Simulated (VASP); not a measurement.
# MoS2 in VASP: further runs

The runs below take MoS2 through single point, with r2SCAN+rVV10.

All numbers are computed with VASP 6.6.1; they aren't measurements. Logs are shortened: lines on timing, memory, paths and dates and some standing lists are left out, and cuts for length are marked.

**1. The structure**

The cell holds a sheet with vacuum, 9 atoms: a = 3.174 Å, b = 3.174 Å, c = 30.420 Å, α = 90.00°, β = 90.00°, γ = 120.00°.

The cell was built by a generator and needn't be a form met in nature.

**2. Single point, r2SCAN+rVV10**

POSCAR

```
MoS2
1.0
    3.1740070515      0.0000000000      0.0000000000
   -1.5870035257      2.7487707384      0.0000000000
    0.0000000000      0.0000000000     30.4200000000
S Mo
6 3
Direct
    0.0000000000      0.0000000000      0.2447695999
    0.0000000000      0.0000000000      0.3470113101
    0.3333333333      0.6666666667      0.4488858423
    0.3333333333      0.6666666667      0.5511197907
    0.6666666667      0.3333333333      0.6529989652
    0.6666666667      0.3333333333      0.7552380280
    0.3333333333      0.6666666667      0.2958822034
    0.6666666667      0.3333333333      0.4999847570
    0.0000000000      0.0000000000      0.7041095034
```

INCAR.step1

```
PREC = Accurate ; ENCUT = 520
ISMEAR = 0 ; SIGMA = 0.01
LREAL = F ; LASPH = T
NELM = 60 ; NBANDS = 49
GGA = PE ; ALGO = Normal
EDIFF = 1E-4 ; LWAVE = T
LCHARG = F
```

INCAR.step2

```
PREC = Accurate ; ENCUT = 520
EDIFF = 1E-6 ; ISMEAR = 0
SIGMA = 0.01 ; LREAL = F
LASPH = T ; NELM = 60
ALGO = Normal ; ISIF = 2
LWAVE = F ; LCHARG = F
METAGGA = R2SCAN ; LMIXTAU = T
LUSE_VDW = T ; IVDW_NL = 2
BPARAM = 11.95 ; CPARAM = 0.0093
NBANDS = 49 ; ISTART = 1
```

KPOINTS

```
Automatic mesh
0
Gamma
  12 12 1
```

Potentials or basis: VASP PAW PBE potentials, release 64 (S, Mo_sv).

Started as:

```sh
cat potpaw_PBE.64/S/POTCAR potpaw_PBE.64/Mo_sv/POTCAR > POTCAR
cp INCAR.step1 INCAR
mpirun -np 1 vasp_std > vasp.out
cp INCAR.step2 INCAR
mpirun -np 1 vasp_std > vasp.out
```

OUTCAR:

```text
PREC = Accurate
   ENCUT = 520
   EDIFF = 1E-6
   ISMEAR = 0
   LREAL = F
   LASPH = T
   NELM = 60
   ISIF = 2
   METAGGA = R2SCAN
   IVDW_NL = 2
   BPARAM = 11.95
   ISTART = 1

 ion  position               nearest neighbor table
   1  0.000  0.000  0.245-   7 2.40   7 2.40   7 2.40
   2  0.000  0.000  0.347-   7 2.40   7 2.40   7 2.40
   3  0.333  0.667  0.449-   8 2.40   8 2.40   8 2.40
   4  0.333  0.667  0.551-   8 2.40   8 2.40   8 2.40
   5  0.667  0.333  0.653-   9 2.40   9 2.40   9 2.40
   6  0.667  0.333  0.755-   9 2.40   9 2.40   9 2.40
   7  0.333  0.667  0.296-   1 2.40   1 2.40   1 2.40   2 2.40   2 2.40   2 2.40
   8  0.667  0.333  0.500-   3 2.40   3 2.40   3 2.40   4 2.40   4 2.40   4 2.40
   9  0.000  0.000  0.704-   5 2.40   5 2.40   5 2.40   6 2.40   6 2.40   6 2.40

  LATTYP: Found a hexagonal cell.
 ALAT       =     3.1740070515
 C/A-ratio  =     9.5840996905

  Lattice vectors:

 A1 = (   3.1740070515,   0.0000000000,   0.0000000000)
 A2 = (  -1.5870035257,   2.7487707384,   0.0000000000)
 A3 = (   0.0000000000,   0.0000000000,  30.4200000000)

Analysis of symmetry for initial positions (statically):
=====================================================================
 Subroutine PRICEL returns:
 Original cell was already a primitive cell.

 Routine SETGRP: Setting up the symmetry group for a
 hexagonal supercell.

 Subroutine GETGRP returns: Found  6 space group operations
 (whereof  6 operations were pure point group operations)
 out of a pool of 24 trial point group operations.

The static configuration has the point symmetry C_3v.

Analysis of symmetry for dynamics (positions and initial velocities):
=====================================================================
 Subroutine PRICEL returns:
 Original cell was already a primitive cell.

 Routine SETGRP: Setting up the symmetry group for a
 hexagonal supercell.

 Subroutine GETGRP returns: Found  6 space group operations
 (whereof  6 operations were pure point group operations)
 out of a pool of 24 trial point group operations.

The dynamic configuration has the point symmetry C_3v.

 Subroutine INISYM returns: Found  6 space group operations
 (whereof  6 operations are pure point group operations),
 and found     1 'primitive' translations

----------------------------------------------------------------------------------------

                                     Primitive cell

  volume of cell :     265.4029

  direct lattice vectors                    reciprocal lattice vectors
     3.174007051  0.000000000  0.000000000     0.315059161  0.181899492  0.000000000
    -1.587003526  2.748770738  0.000000000     0.000000000  0.363798983  0.000000000
     0.000000000  0.000000000 30.420000000     0.000000000  0.000000000  0.032873110

  length of vectors
     3.174007051  3.174007051 30.420000000     0.363798983  0.363798983  0.032873110

  position of ions in fractional coordinates (direct lattice)
     0.000000000  0.000000000  0.244769600
     0.000000000  0.000000000  0.347011310
     0.333333333  0.666666667  0.448885842
     0.333333333  0.666666667  0.551119791
     0.666666667  0.333333333  0.652998965
     0.666666667  0.333333333  0.755238028
     0.333333333  0.666666667  0.295882203
     0.666666667  0.333333333  0.499984757
     0.000000000  0.000000000  0.704109503

  ion indices of the primitive-cell ions
   primitive index   ion index
                 1           1
                 2           2
                 3           3
                 4           4
                 5           5
                 6           6
                 7           7
                 8           8
                 9           9

----------------------------------------------------------------------------------------

 KPOINTS: Automatic mesh

Automatic generation of k-mesh.
 Grid dimensions read from file:
 generate k-points for:   12   12    1

 Generating k-lattice:

  Cartesian coordinates                     Fractional coordinates (reciprocal lattice)
     0.026254930  0.015158291  0.000000000     0.083333333  0.000000000  0.000000000
     0.000000000  0.030316582  0.000000000     0.000000000  0.083333333  0.000000000
     0.000000000  0.000000000  0.032873110     0.000000000  0.000000000  1.000000000

  Length of vectors
     0.030316582  0.030316582  0.032873110

  Shift w.r.t. Gamma in fractional coordinates (k-lattice)
     0.000000000  0.000000000  0.000000000

 Subroutine IBZKPT returns following result:
 ===========================================

 Found     19 irreducible k-points:

 Following reciprocal coordinates:
            Coordinates               Weight
  0.000000  0.000000  0.000000      1.000000
  0.083333  0.000000  0.000000      6.000000
  0.166667  0.000000  0.000000      6.000000
  0.250000  0.000000  0.000000      6.000000
  0.333333  0.000000  0.000000      6.000000
  0.416667  0.000000  0.000000      6.000000
[... 11 lines left out ...]
  0.333333  0.250000  0.000000     12.000000
  0.333333  0.333333  0.000000      2.000000
   k-points           NKPTS =     19   k-points in BZ     NKDIM =     19   number of bands    NBANDS=     49
   number of dos      NEDOS =    301   number of ions     NIONS =      9
   total plane-waves  NPLWV = 138240
   dimension x,y,z NGX =    24 NGY =   24 NGZ =  240
   dimension x,y,z NGXF=    48 NGYF=   48 NGZF=  480
   ions per type =               6   3
   NGX,Y,Z   is equivalent  to a cutoff of  12.57, 12.57, 13.12 a.u.
   NGXF,Y,Z  is equivalent  to a cutoff of  25.14, 25.14, 26.23 a.u.
 SYSTEM =  unknown system
   PREC   = accura    normal or accurate (medium, high low for compatibility)
   ISTART =      1    job   : 0-new  1-cont  2-samecut
   ICHARG =      0    charge: 1-file 2-atom 10-const
   ISPIN  =      1    spin polarized calculation?
   LNONCOLLINEAR =      F non collinear calculations
   LSORBIT =      F    spin-orbit coupling
   LASPH  =      T    aspherical Exc in radial PAW
   ENCUT  =  520.0 eV  38.22 Ry    6.18 a.u.   5.90  5.90 56.56*2*pi/ulx,y,z
   NELM   =     60;   NELMIN=  2; NELMDL=  0     # of ELM steps
   EDIFF  = 0.1E-05   stopping-criterion for ELM
   LREAL  =      F    real-space projection
   EDIFFG = 0.1E-04   stopping-criterion for IOM
   NSW    =      0    number of steps for IOM
   IBRION =     -1    ionic relax: 0-MD 1-quasi-New 2-CG
   NFREE  =      0    steps in history (QN), initial steepest desc. (CG)
   ISIF   =      2    stress and relaxation
   ISYM   =      2    0-nonsym 1-usesym 2-fastsym
   POTIM  = 0.5000    time-step for ionic-motion
   TEBEG  =    0.0;   TEEND  =   0.0 temperature during run
   PSTRESS=    0.0 pullay stress
   NELECT =      78.0000    total number of electrons
   NUPDOWN=      -1.0000    fix difference up-down
   EMIN   =  10.00;   EMAX   =-10.00  energy-range for DOS
   EFERMI =   0.00;   METHOD = LEGACY
   ISMEAR =     0;   SIGMA  =   0.01  broadening in eV -4-tet -1-fermi 0-gaus
   EFERMI_NEDOS =   21; number of points for ismear=-14 and -15
   IALGO  =     38    algorithm
   IMIX   =      4    mixing-type and parameters
     AMIX     =   0.40;   BMIX     =  1.00
     AMIX_MAG =   1.60;   BMIX_MAG =  1.00
  volume/ion in A,a.u.               =      29.49       199.00
  Fermi-wavevector in a.u.,A,eV,Ry     =   1.088440  2.056853 16.118844  1.184702
  Thomas-Fermi vector in A             =   2.224622
   LORBIT       =      0    0 simple, 1 ext, 2 COOP (PROOUT), +10 PAW based schemes
   METAGGA = R2SCAN    functional components
   LHFCALC =     F    Hartree Fock is set to
   AEXX    =    0.0000 exact exchange contribution
   IVDW_NL    =     2    kernel type
   BPARAM     =11.9500
   IVDW    =     0    specifies the selected vdW correction
   LEPSILON=     F    determine dielectric tensor
   LRPA    =     F    only Hartree local field effects (RPA)
 non-spin polarized calculation
 Gauss-broadening in eV      SIGMA  =   0.01
  energy-cutoff  :      520.00
  volume of cell :      265.40
 maximum number of plane-waves:      7192
 NGX is ok and might be reduce to    24
   NGX = 11   NGY = 11   NGZ =113

 number of electron      78.0000002 magnetization

 Free energy of the ion-electron system (eV)
  ---------------------------------------------------
  ext. energy  EPLUGINS =         0.00000000
  ---------------------------------------------------
  free energy    TOTEN  =      -133.44029183 eV

  energy without entropy =     -133.44029183  energy(sigma->0) =     -133.44029183

 E-fermi :   2.3106     XC(G=0):  -7.2560

 val. band max:        2.2286527929   @ k =   0.0000   0.0000   0.0000
 cond. band min:       3.3570155407   @ k =   0.3333   0.3333   0.0000
 fundamental gap:      1.1283627478
 Fermi energy:         2.3105802143

 k-point     1 :       0.0000    0.0000    0.0000
  band No.  band energies     occupation
      1     -61.2154      2.00000
      2     -61.1697      2.00000
      3     -61.1211      2.00000
      4     -34.6374      2.00000
      5     -34.5929      2.00000
      6     -34.5431      2.00000
[... 41 lines left out ...]
     48       4.8349      0.00000
     49       4.8362      0.00000

 k-point     2 :       0.0833    0.0000    0.0000
  band No.  band energies     occupation
      1     -61.2125      2.00000
      2     -61.1668      2.00000
      3     -61.1182      2.00000
      4     -34.6317      2.00000
      5     -34.5872      2.00000
      6     -34.5374      2.00000
[... 41 lines left out ...]
     48       4.7189      0.00000
     49       4.7865      0.00000

 k-point     3 :       0.1667    0.0000    0.0000
  band No.  band energies     occupation
      1     -61.2047      2.00000
      2     -61.1589      2.00000
      3     -61.1103      2.00000
      4     -34.6161      2.00000
      5     -34.5716      2.00000
      6     -34.5218      2.00000
[... 821 lines left out ...]
     48       5.3218      0.00000
     49       6.6471      0.00000

 k-point    19 :       0.3333    0.3333    0.0000
  band No.  band energies     occupation
      1     -61.1668      2.00000
      2     -61.1210      2.00000
      3     -61.0724      2.00000
      4     -34.7249      2.00000
      5     -34.6795      2.00000
      6     -34.6765      2.00000
[... 41 lines left out ...]
     48       5.4725      0.00000
     49       6.8299      0.00000

------------------------ aborting loop because EDIFF is reached ----------------------------------------

  FORCE on cell =-STRESS in cart. coord.  units (eV):
  Direction    XX          YY          ZZ          XY          YZ          ZX
  --------------------------------------------------------------------------------------
  -------------------------------------------------------------------------------------
  Total        0.2171332      0.2171332      0.0841866      0.0000000      0.0000000      0.0000000
  in kB        1.3107844      1.3107844      0.5082158      0.0000000      0.0000000      0.0000000
  external PRESSURE =       1.0432616 kB  Pullay stress =       0.0000000 kB

 VOLUME and BASIS-vectors are now :
 -----------------------------------------------------------------------------
  energy-cutoff  :      520.00
  volume of cell :      265.40
      direct lattice vectors                 reciprocal lattice vectors
     3.174007051  0.000000000  0.000000000     0.315059161  0.181899492  0.000000000
    -1.587003526  2.748770738  0.000000000     0.000000000  0.363798983  0.000000000
     0.000000000  0.000000000 30.420000000     0.000000000  0.000000000  0.032873110

 POSITION                                       TOTAL-FORCE (eV/Angst)
 -----------------------------------------------------------------------------------
      0.00000      0.00000      7.44589         0.000000      0.000000     -0.016678
      0.00000      0.00000     10.55608        -0.000000      0.000000      0.016348
     -0.00000      1.83251     13.65511        -0.000000      0.000000     -0.016494
     -0.00000      1.83251     16.76506         0.000000     -0.000000      0.016029
      1.58700      0.91626     19.86423         0.000000     -0.000000     -0.016701
      1.58700      0.91626     22.97434         0.000000      0.000000      0.016962
     -0.00000      1.83251      9.00074        -0.000000      0.000000     -0.000478
      1.58700      0.91626     15.20954         0.000000      0.000000      0.000306
      0.00000      0.00000     21.41901        -0.000000      0.000000      0.000708
 -----------------------------------------------------------------------------------
    total drift:                               -0.000000     -0.000001     -0.000019

  FREE ENERGIE OF THE ION-ELECTRON SYSTEM (eV)
  ---------------------------------------------------
  free  energy   TOTEN  =      -133.4402918251 eV

  energy  without entropy=     -133.4402918251  energy(sigma->0) =     -133.44029183
```

Wall time 19 min (1 thread of Intel Xeon 6975P-C (Granite Rapids), shared host); peak memory 0.95 GiB.

What came out:

```
Free energy            : -133.4403 eV
Largest force          : 0.017 eV/Å
Band gap on the k mesh : 1.13 eV, indirect (least direct gap 1.71 eV)
```

Forces on the atoms (eV/Å):
```
S    0.000  0.000 -0.017
S    0.000  0.000  0.016
S    0.000  0.000 -0.016
S    0.000  0.000  0.016
S    0.000  0.000 -0.017
S    0.000  0.000  0.017
Mo   0.000  0.000  0.000
Mo   0.000  0.000  0.000
Mo   0.000  0.000  0.001
```

Caveat: the PAW data sets were made with another functional, which shifts forces and pressure a little.

**3. Single point, r2SCAN+rVV10**

This run uses another cell than the first one, of 29.23 Å³/atom, 0.991 times its volume.

POSCAR

```
MoS2
1.0
    3.1600000000      0.0000000000      0.0000000000
   -1.5800000000      2.7366402760      0.0000000000
    0.0000000000      0.0000000000     30.4200000000
S Mo
6 3
Direct
    0.0000000000      0.0000000000      0.2465483235
    0.0000000000      0.0000000000      0.3491124260
    0.3333333333      0.6666666667      0.4487179487
    0.3333333333      0.6666666667      0.5512820513
    0.6666666667      0.3333333333      0.6508875740
    0.6666666667      0.3333333333      0.7534516765
    0.3333333333      0.6666666667      0.2978303748
    0.6666666667      0.3333333333      0.5000000000
    0.0000000000      0.0000000000      0.7021696252
```

INCAR.step1

```
SYSTEM = MoS2
PREC = Accurate
ENCUT = 520
ISMEAR = 0
SIGMA = 0.01
LREAL = .FALSE.
LASPH = .TRUE.
NELM = 80
NBANDS = 49
GGA = PE
ALGO = Normal
EDIFF = 1E-4
LWAVE = .TRUE.
LCHARG = .FALSE.
```

INCAR.step2

```
SYSTEM = MoS2
PREC = Accurate
ENCUT = 520
EDIFF = 1E-6
ISMEAR = 0
SIGMA = 0.01
LREAL = .FALSE.
LASPH = .TRUE.
NELM = 80
ALGO = Normal
ISIF = 2
LWAVE = .FALSE.
LCHARG = .TRUE.
METAGGA = R2SCAN
LMIXTAU = .TRUE.
LUSE_VDW = .TRUE.
IVDW_NL = 2
BPARAM = 11.95
CPARAM = 0.0093
LELF = .TRUE.
LVHAR = .TRUE.
NBANDS = 49
ISTART = 1
```

KPOINTS

```
regular mesh
0
G
  12 12 1
  0 0 0
```

Potentials or basis: VASP PAW PBE potentials, release 64 (S, Mo_sv).

Started as:

```sh
cat potpaw_PBE.64/S/POTCAR potpaw_PBE.64/Mo_sv/POTCAR > POTCAR
cp INCAR.step1 INCAR
mpirun -np 1 vasp_std > vasp.out
cp INCAR.step2 INCAR
mpirun -np 1 vasp_std > vasp.out
```

It took 21 min on 1 thread of Intel Xeon 6975P-C (Granite Rapids), shared host; peak memory 0.96 GiB.

The run converged. Its results:

- Free energy: -133.4301 eV
- Largest force: 0.032 eV/Å
- Band gap on the k mesh: 1.18 eV, indirect (least direct gap 1.75 eV)

Forces in eV/Å, atoms in the order of the input:
```
S    0.000  0.000 -0.007
S    0.000  0.000 -0.014
S    0.000  0.000  0.032
S    0.000  0.000 -0.011
S    0.000  0.000  0.025
S    0.000  0.000  0.016
Mo   0.000  0.000 -0.015
Mo   0.000  0.000 -0.021
Mo   0.000  0.000 -0.006
```

Levels at points of the mesh, in eV from the valence-band top:
| k point | band 37 | band 38 | band 39 | band 40 | band 41 | band 42 |
| --- | --- | --- | --- | --- | --- | --- |
| (0.00, 0.00, 0.00) | -0.92 | -0.35 | 0.00 | 2.31 | 2.31 | 2.36 |
| (0.50, 0.00, 0.00) | -1.38 | -1.30 | -1.21 | 1.80 | 1.85 | 1.91 |

Caveat: the PAW data sets were made with another functional, which shifts forces and pressure a little. r2SCAN opens gaps a little over a GGA but as a rule still falls short of measured ones.
